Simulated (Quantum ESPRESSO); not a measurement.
# GaN (F-43m) in Quantum ESPRESSO: notebook

One crystal, GaN, is run at these levels: revPBE+D2, BP86; tasks: single point, equation of state, band structure.

All numbers are computed with Quantum ESPRESSO 7.5; they aren't measurements. Logs are shortened: lines on timing, memory, paths and dates and some standing lists are left out, and cuts for length are marked.

**Measured values to compare with.**

A printed reference work, textbook reports, for a bulk crystal of GaN at 0 K: band gap 3.299 eV (direct).

The runs below are set against these values where they give the same quantity.

## 1. Starting point

Symmetry: F-43m, No. 216, cubic system. Conventional cell: a = 4.507 Å, b = 4.507 Å, c = 4.507 Å, α = 90.00°, β = 90.00°, γ = 90.00°. Ga (site symmetry -43m) is surrounded by 4 N at 1.95 Å. N (site symmetry -43m) has 4 Ga at 1.95 Å as nearest neighbours.

The cell is a database's computed one.

## 2. Single point, revPBE+D2, 10.76 Å³/atom

Input file pw.in:

```
&CONTROL
  calculation = 'scf'
  prefix = 'pwscf'
  outdir = './tmp'
  pseudo_dir = './pseudo'
  tprnfor = .true.
  tstress = .true.
  disk_io = 'nowf'
/
&SYSTEM
  ibrav = 0
  nat = 2
  ntyp = 2
  ecutwfc = 84
  nbnd = 15
  input_dft = 'revpbe'
  occupations = 'smearing'
  smearing = 'fd'
  degauss = 0.00367493
  vdw_corr = 'grimme-d2'
  london_s6 = 1.25
/
&ELECTRONS
  conv_thr = 4d-10
  electron_maxstep = 120
  mixing_beta = 0.5
/
ATOMIC_SPECIES
Ga    69.7230 Ga.upf
N     14.0070 N.upf
CELL_PARAMETERS angstrom
   0.0000000000    2.2074978911    2.2074978911
   2.2074978911    0.0000000000    2.2074978911
   2.2074978911    2.2074978911    0.0000000000
ATOMIC_POSITIONS crystal
Ga     0.0000000000    0.0000000000    0.0000000000
N      0.2500000000    0.2500000000    0.2500000000
K_POINTS automatic
10 10 10 0 0 0
```

Potentials or basis: PseudoDojo 0.4.1 SR PBE standard.

Started as:

```console
$ OMP_NUM_THREADS=1 pw.x -in pw.in > pw.out
```

pw.out:

```text
This program is part of the open-source Quantum ESPRESSO suite
     for quantum simulation of materials; please cite
         "P. Giannozzi et al., J. Phys.:Condens. Matter 21 395502 (2009);
         "P. Giannozzi et al., J. Phys.:Condens. Matter 29 465901 (2017);
         "P. Giannozzi et al., J. Chem. Phys. 152 154105 (2020);
     in publications or presentations arising from this work. More details at

     IMPORTANT: XC functional enforced from input :
     Exchange-correlation= REVPBE
                           (   1   4   4   4   0   0   0)
     Any further DFT definition will be discarded
     Please, verify this is what you really want

     Message from routine setup:
     using ibrav=0 with symmetry is DISCOURAGED, use correct ibrav instead

     G-vector sticks info
     --------------------
     sticks:   dense  smooth     PW     G-vecs:    dense   smooth      PW
     Sum         805     805    253                15089    15089    2637

     Using Slab Decomposition

     bravais-lattice index     =            0
     lattice parameter (alat)  =       5.8995  a.u.
     unit-cell volume          =     145.1869 (a.u.)^3
     number of atoms/cell      =            2
     number of atomic types    =            2
     number of electrons       =        18.00
     number of Kohn-Sham states=           15
     kinetic-energy cutoff     =      84.0000  Ry
     charge density cutoff     =     336.0000  Ry
     scf convergence threshold =      4.0E-10
     mixing beta               =       0.5000
     number of iterations used =            8  plain     mixing
     Exchange-correlation= REVPBE
                           (   1   4   4   4   0   0   0)

     celldm(1)=   5.899486  celldm(2)=   0.000000  celldm(3)=   0.000000
     celldm(4)=   0.000000  celldm(5)=   0.000000  celldm(6)=   0.000000

     crystal axes: (cart. coord. in units of alat)
               a(1) = (   0.000000   0.707107   0.707107 )
               a(2) = (   0.707107   0.000000   0.707107 )
               a(3) = (   0.707107   0.707107   0.000000 )

     reciprocal axes: (cart. coord. in units 2 pi/alat)
               b(1) = ( -0.707107  0.707107  0.707107 )
               b(2) = (  0.707107 -0.707107  0.707107 )
               b(3) = (  0.707107  0.707107 -0.707107 )

     PseudoPot. # 1 for Ga read from file:
     Ga.upf
     Pseudo is Norm-conserving + core correction, Zval = 13.0
     Generated using ONCVPSP code by D. R. Hamann
     Using radial grid of 1902 points,  6 beta functions with:
                l(1) =   0
                l(2) =   0
                l(3) =   1
                l(4) =   1
                l(5) =   2
                l(6) =   2

     PseudoPot. # 2 for N  read from file:
     N.upf
     Pseudo is Norm-conserving + core correction, Zval =  5.0
     Generated using ONCVPSP code by D. R. Hamann
     Using radial grid of 1058 points,  4 beta functions with:
                l(1) =   0
                l(2) =   0
                l(3) =   1
                l(4) =   1

     atomic species   valence    mass     pseudopotential
     Ga               13.00    69.72300     Ga( 1.00)
     N                 5.00    14.00700     N ( 1.00)

     24 Sym. Ops. (no inversion) found

   Cartesian axes

     site n.     atom                  positions (alat units)
         1        Ga     tau(   1) = (   0.0000000   0.0000000   0.0000000  )
         2        N      tau(   2) = (   0.3535534   0.3535534   0.3535534  )

     -------------------------------------------------
     Parameters for Dispersion (Grimme-D2) Correction:
     -------------------------------------------------
       atom      VdW radius       C_6

        Ga         3.118        589.405
        N          2.640         42.670

     number of k points=    47  Fermi-Dirac smearing, width (Ry)=  0.0037
                       cart. coord. in units 2pi/alat
        k(    1) = (   0.0000000   0.0000000   0.0000000), wk =   0.0020000
        k(    2) = (   0.0707107   0.0707107  -0.0707107), wk =   0.0160000
        k(    3) = (   0.1414214   0.1414214  -0.1414214), wk =   0.0160000
        k(    4) = (   0.2121320   0.2121320  -0.2121320), wk =   0.0160000
        k(    5) = (   0.2828427   0.2828427  -0.2828427), wk =   0.0160000
        k(    6) = (  -0.3535534  -0.3535534   0.3535534), wk =   0.0080000
[... 39 lines left out ...]
        k(   46) = (  -0.0707107  -0.3535534   0.6363961), wk =   0.0480000
        k(   47) = (  -0.7071068   0.2828427   0.0000000), wk =   0.0240000

     Dense  grid:    15089 G-vectors     FFT dimensions: (  36,  36,  36)

     Initial potential from superposition of free atoms

     starting charge      17.9973, renormalised to      18.0000
     Starting wfcs are   13 randomized atomic wfcs +    2 random wfcs

     Self-consistent Calculation

     iteration #  1     ecut=    84.00 Ry     beta= 0.50
     Davidson diagonalization with overlap
     ethr =  1.00E-02,  avg # of iterations =  5.5

     total energy              =    -173.76512107 Ry
     estimated scf accuracy    <       0.54996218 Ry

     iteration #  2     ecut=    84.00 Ry     beta= 0.50
     Davidson diagonalization with overlap
     ethr =  3.06E-03,  avg # of iterations =  2.0

     total energy              =    -173.92272752 Ry
     estimated scf accuracy    <       0.08355195 Ry

     iteration #  3     ecut=    84.00 Ry     beta= 0.50
     Davidson diagonalization with overlap
     ethr =  4.64E-04,  avg # of iterations =  1.9

     negative rho (up, down):  6.082E-07 0.000E+00

     total energy              =    -173.93728985 Ry
     estimated scf accuracy    <       0.00325503 Ry

     iteration #  4     ecut=    84.00 Ry     beta= 0.50
     Davidson diagonalization with overlap
     ethr =  1.81E-05,  avg # of iterations =  4.6

     negative rho (up, down):  4.736E-08 0.000E+00

     total energy              =    -173.93759260 Ry
     estimated scf accuracy    <       0.00040779 Ry

     iteration #  5     ecut=    84.00 Ry     beta= 0.50
     Davidson diagonalization with overlap
     ethr =  2.27E-06,  avg # of iterations =  1.9

     total energy              =    -173.93757958 Ry
     estimated scf accuracy    <       0.00007942 Ry

     iteration #  6     ecut=    84.00 Ry     beta= 0.50
     Davidson diagonalization with overlap
     ethr =  4.41E-07,  avg # of iterations =  1.9

     total energy              =    -173.93758944 Ry
     estimated scf accuracy    <       0.00000124 Ry

     iteration #  7     ecut=    84.00 Ry     beta= 0.50
     Davidson diagonalization with overlap
     ethr =  6.89E-09,  avg # of iterations =  2.2
[... 15 lines left out ...]
     total energy              =    -173.93758990 Ry
     estimated scf accuracy    <          8.5E-09 Ry

     iteration # 10     ecut=    84.00 Ry     beta= 0.50
     Davidson diagonalization with overlap
     ethr =  4.74E-11,  avg # of iterations =  2.1

     total energy              =    -173.93758990 Ry
     estimated scf accuracy    <          1.2E-09 Ry

     iteration # 11     ecut=    84.00 Ry     beta= 0.50
     Davidson diagonalization with overlap
     ethr =  6.90E-12,  avg # of iterations =  1.7

     End of self-consistent calculation

          k = 0.0000 0.0000 0.0000 (  1917 PWs)   bands (ev):

    -4.7151  -1.9594  -1.9594  -1.9594  -1.5918  -1.5918  11.7005  11.7005
    11.7005  13.9448  22.5728  22.5728  22.5728  30.3352  31.0723

          k = 0.0707 0.0707-0.0707 (  1889 PWs)   bands (ev):

    -4.5946  -1.9437  -1.9437  -1.9216  -1.5933  -1.5933  10.6446  11.5873
    11.5873  14.7404  22.0664  22.7459  22.7459  29.6892  29.6892

          k = 0.1414 0.1414-0.1414 (  1901 PWs)   bands (ev):

    -4.2877  -1.9073  -1.9073  -1.7585  -1.5919  -1.5919   8.7700  11.3087
    11.3087  15.8381  21.2485  23.0074  23.0074  28.7159  28.9141

          k = 0.2121 0.2121-0.2121 (  1892 PWs)   bands (ev):

    -3.9538  -1.8753  -1.8753  -1.5760  -1.5760  -1.3463   6.7875  10.9934
    10.9934  16.5704  20.8116  22.9293  22.9293  28.0456  29.4899
[... 118 lines left out ...]
    -3.5432  -1.8536  -1.6443  -1.6443  -1.5125  -0.3281   6.0717   9.0479
     9.0479  15.5457  19.0394  23.5790  25.9568  25.9568  34.9647

          k =-0.0707-0.6364 0.6364 (  1880 PWs)   bands (ev):

    -3.5023  -1.8580  -1.6356  -1.6264  -1.5129   0.0918   5.6137   8.4298
     8.9677  15.6709  19.2363  23.6985  26.0420  26.1216  35.0165

          k = 0.0000-0.5657 0.5657 (  1876 PWs)   bands (ev):

    -3.4953  -1.8405  -1.6569  -1.6431  -1.5339   0.3410   5.6075   7.4662
     9.1872  16.4274  19.9210  23.5444  25.5444  25.8441  34.0948

          k =-0.7071 0.0000 0.0000 (  1868 PWs)   bands (ev):

    -3.4902  -1.8755  -1.6060  -1.6060  -1.5041   0.1614   5.3904   8.8132
     8.8132  15.1537  18.8794  23.9483  26.4139  26.4139  34.6269

          k = 0.2828 0.1414 0.0000 (  1897 PWs)   bands (ev):

    -4.0632  -1.8738  -1.8533  -1.7138  -1.5795  -1.4953   8.3187  10.1401
    10.9858  16.7373  20.5263  22.5161  23.6524  26.0872  30.6550

          k = 0.3536 0.2121-0.0707 (  1895 PWs)   bands (ev):

    -3.8067  -1.8492  -1.8206  -1.6629  -1.5614  -1.0771   6.8706   9.4847
    10.6507  17.5765  20.2081  21.8609  23.7720  26.9249  30.9888

          k =-0.2828-0.4243 0.5657 (  1893 PWs)   bands (ev):

    -3.6534  -1.8471  -1.8003  -1.6220  -1.5480  -0.4260   5.4316   9.1925
    10.2862  18.1490  19.6563  22.1357  23.6094  28.1274  31.1831

          k =-0.2121-0.3536 0.4950 (  1890 PWs)   bands (ev):

    -3.6081  -1.8494  -1.7950  -1.5974  -1.5472  -0.0481   4.7690   9.1217
    10.1260  18.4075  19.3064  22.4509  23.5205  28.7484  31.1588
[... 28 lines left out ...]
    -3.5385  -1.8318  -1.7021  -1.6378  -1.5226  -0.1661   6.0071   8.6038
     8.9208  16.3676  19.5839  23.0176  25.2751  26.3532  34.7723

          k =-0.0707-0.4950 0.6364 (  1876 PWs)   bands (ev):

    -3.5028  -1.8258  -1.7110  -1.6187  -1.5397   0.2843   5.6947   7.7231
     8.8261  16.9722  20.1163  23.0416  24.5689  26.8232  33.3417

          k = 0.0000-0.4243 0.5657 (  1877 PWs)   bands (ev):

    -3.5096  -1.8247  -1.7202  -1.6181  -1.5680   0.3663   5.7134   7.1654
     9.1785  17.7631  20.3057  22.6611  24.2867  27.1753  31.5903

          k =-0.7071 0.1414 0.0000 (  1876 PWs)   bands (ev):

    -3.4896  -1.8515  -1.6618  -1.6039  -1.5208   0.2804   5.5187   8.4245
     8.4689  16.0151  19.4861  23.7536  25.1885  26.7295  35.2104

          k =-0.1414-0.4243 0.7071 (  1880 PWs)   bands (ev):

    -3.5259  -1.8044  -1.7613  -1.6152  -1.5604   0.1601   5.8248   7.7479
     8.9103  18.0089  20.3465  21.8436  24.4021  27.4039  31.8113

          k =-0.0707-0.3536 0.6364 (  1882 PWs)   bands (ev):

    -3.5032  -1.8089  -1.7488  -1.5961  -1.5746   0.4033   5.7223   7.4813
     8.5891  18.2033  20.4742  22.2196  23.8951  27.6902  31.3800

          k =-0.7071 0.2828 0.0000 (  1884 PWs)   bands (ev):

    -3.4888  -1.8075  -1.7417  -1.5930  -1.5604   0.4686   5.7925   7.8773
     7.8849  17.7038  20.6127  23.0486  23.2924  27.5792  32.1933

     the Fermi energy is    12.6898 ev

!    total energy              =    -173.93758990 Ry
     estimated scf accuracy    <          1.7E-11 Ry
     smearing contrib. (-TS)   =      -0.00000000 Ry
     internal energy E=F+TS    =    -173.93758990 Ry

     The total energy is F=E-TS. E is the sum of the following terms:
     one-electron contribution =     -48.95910193 Ry
     hartree contribution      =      42.57495549 Ry
     xc contribution           =     -48.35976486 Ry
     ewald contribution        =    -119.10572851 Ry
     Dispersion Correction     =      -0.08795010 Ry

     convergence has been achieved in  11 iterations

     Forces acting on atoms (cartesian axes, Ry/au):

     atom    1 type  1   force =    -0.00000000   -0.00000000    0.00000000
     atom    2 type  2   force =     0.00000000    0.00000000   -0.00000000

     Total force =     0.000000     Total SCF correction =     0.000000

     Computing stress (Cartesian axis) and pressure

          total   stress  (Ry/bohr**3)                   (kbar)     P=      180.12
   0.00122444   0.00000000  -0.00000000          180.12        0.00       -0.00
   0.00000000   0.00122444  -0.00000000            0.00      180.12       -0.00
  -0.00000000  -0.00000000   0.00122444           -0.00       -0.00      180.12

=------------------------------------------------------------------------------=
   JOB DONE.
=------------------------------------------------------------------------------=
```

It took 24 s on 1 thread of Arm Neoverse V1, shared host; peak memory 0.06 GiB.

Results:

- Free energy: -2366.5415 eV
- Pressure: 18.0 GPa
- Band gap on the k mesh: 2.24 eV, direct

Caveat: the potentials were made for another functional, which shifts forces and pressure.

## 3. Single point, revPBE+D2, 10.99 Å³/atom

pw.in: that of step 2 with these lines changed.

```diff
@@ -31,5 +31,5 @@
 CELL_PARAMETERS angstrom
-   0.0000000000    2.2074978911    2.2074978911
-   2.2074978911    0.0000000000    2.2074978911
-   2.2074978911    2.2074978911    0.0000000000
+   0.0000000000    2.2230441631    2.2230441631
+   2.2230441631    0.0000000000    2.2230441631
+   2.2230441631    2.2230441631    0.0000000000
 ATOMIC_POSITIONS crystal
```

Potentials or basis: PseudoDojo 0.4.1 SR PBE standard.

Started as:

```console
$ OMP_NUM_THREADS=1 pw.x -in pw.in > pw.out
```

Wall time 24 s (1 thread of Arm Neoverse V1, shared host); peak memory 0.06 GiB.

The run converged. Its results:

```yaml
Free_energy: -2366.5861 eV
Pressure: 13.3 GPa
Band_gap_on_the_k_mesh: 2.11 eV, direct
```

Caveat: the potentials were made for another functional, which shifts forces and pressure.

## 4. Single point, revPBE+D2, 11.21 Å³/atom

pw.in: that of step 3 with these lines changed.

```diff
@@ -31,5 +31,5 @@
 CELL_PARAMETERS angstrom
-   0.0000000000    2.2230441631    2.2230441631
-   2.2230441631    0.0000000000    2.2230441631
-   2.2230441631    2.2230441631    0.0000000000
+   0.0000000000    2.2383759866    2.2383759866
+   2.2383759866    0.0000000000    2.2383759866
+   2.2383759866    2.2383759866    0.0000000000
 ATOMIC_POSITIONS crystal
```

Started as:

```console
$ OMP_NUM_THREADS=1 pw.x -in pw.in > pw.out
```

Run time: 24 s. Hardware: 1 thread of Arm Neoverse V1, shared host; peak memory 0.06 GiB.

The run converged. Its results:

```
Free energy            : -2366.6180 eV
Pressure               : 9.0 GPa
Band gap on the k mesh : 1.97 eV, direct
```

Caveat: the potentials were made for another functional, which shifts forces and pressure.

## 5. Single point, revPBE+D2, 11.44 Å³/atom

pw.in: that of step 4 with these lines changed.

```diff
@@ -31,5 +31,5 @@
 CELL_PARAMETERS angstrom
-   0.0000000000    2.2383759866    2.2383759866
-   2.2383759866    0.0000000000    2.2383759866
-   2.2383759866    2.2383759866    0.0000000000
+   0.0000000000    2.2535006075    2.2535006075
+   2.2535006075    0.0000000000    2.2535006075
+   2.2535006075    2.2535006075    0.0000000000
 ATOMIC_POSITIONS crystal
```

Started as:

```console
$ OMP_NUM_THREADS=1 pw.x -in pw.in > pw.out
```

Run time: 24 s. Hardware: 1 thread of Arm Neoverse V1, shared host; peak memory 0.07 GiB.

Results (log left out):

- Free energy: -2366.6380 eV
- Pressure: 5.1 GPa
- Band gap on the k mesh: 1.84 eV, direct

Caveat: the potentials were made for another functional, which shifts forces and pressure.

## 6. Single point, revPBE+D2, 11.67 Å³/atom

pw.in: that of step 5 with these lines changed.

```diff
@@ -31,5 +31,5 @@
 CELL_PARAMETERS angstrom
-   0.0000000000    2.2535006075    2.2535006075
-   2.2535006075    0.0000000000    2.2535006075
-   2.2535006075    2.2535006075    0.0000000000
+   0.0000000000    2.2684248875    2.2684248875
+   2.2684248875    0.0000000000    2.2684248875
+   2.2684248875    2.2684248875    0.0000000000
 ATOMIC_POSITIONS crystal
```

Potentials or basis: PseudoDojo 0.4.1 SR PBE standard.

Started as:

```console
$ OMP_NUM_THREADS=1 pw.x -in pw.in > pw.out
```

Run time: 25 s. Hardware: 1 thread of Arm Neoverse V1, shared host; peak memory 0.07 GiB.

It converged, with:

```
Free energy            : -2366.6473 eV
Pressure               : 1.5 GPa
Band gap on the k mesh : 1.71 eV, direct
```

Caveat: the potentials were made for another functional, which shifts forces and pressure.

## 7. Single point, revPBE+D2, 11.90 Å³/atom

pw.in: that of step 6 with these lines changed.

```diff
@@ -31,5 +31,5 @@
 CELL_PARAMETERS angstrom
-   0.0000000000    2.2684248875    2.2684248875
-   2.2684248875    0.0000000000    2.2684248875
-   2.2684248875    2.2684248875    0.0000000000
+   0.0000000000    2.2831553320    2.2831553320
+   2.2831553320    0.0000000000    2.2831553320
+   2.2831553320    2.2831553320    0.0000000000
 ATOMIC_POSITIONS crystal
```

Started as:

```console
$ OMP_NUM_THREADS=1 pw.x -in pw.in > pw.out
```

It took 24 s on 1 thread of Arm Neoverse V1, shared host; peak memory 0.07 GiB.

Results (log left out):

```yaml
Free_energy: -2366.6466 eV
Pressure: -1.9 GPa
Band_gap_on_the_k_mesh: 1.59 eV, direct
```

Caveat: the potentials were made for another functional, which shifts forces and pressure.

## 8. Single point, revPBE+D2, 12.13 Å³/atom

pw.in: that of step 7 with these lines changed.

```diff
@@ -31,5 +31,5 @@
 CELL_PARAMETERS angstrom
-   0.0000000000    2.2831553320    2.2831553320
-   2.2831553320    0.0000000000    2.2831553320
-   2.2831553320    2.2831553320    0.0000000000
+   0.0000000000    2.2976981147    2.2976981147
+   2.2976981147    0.0000000000    2.2976981147
+   2.2976981147    2.2976981147    0.0000000000
 ATOMIC_POSITIONS crystal
```

Started as:

```console
$ OMP_NUM_THREADS=1 pw.x -in pw.in > pw.out
```

Wall time 27 s (1 thread of Arm Neoverse V1, shared host); peak memory 0.07 GiB.

Results (log left out):

* Free energy: -2366.6368 eV
* Pressure: -5.0 GPa
* Band gap on the k mesh: 1.47 eV, direct

Caveat: the potentials were made for another functional, which shifts forces and pressure.

## 9. Equation of state, revPBE+D2

Potentials or basis: PseudoDojo 0.4.1 SR PBE standard.

No new run: the results of the series are fitted here.

Results:

- Equilibrium volume: 11.77 Å³/atom
- Bulk modulus: 172 GPa
- Pressure derivative of the bulk modulus: 3.4

Energy against volume, from the lowest point:
```tsv
volume (Å³/atom)	energy (meV/atom)
10.757	52.90
10.986	30.56
11.215	14.66
11.444	4.63
11.673	0.00
11.902	0.33
12.131	5.22
```

Caveat: the potentials were made for another functional, which shifts forces and pressure.

[end of part 1 of 2]
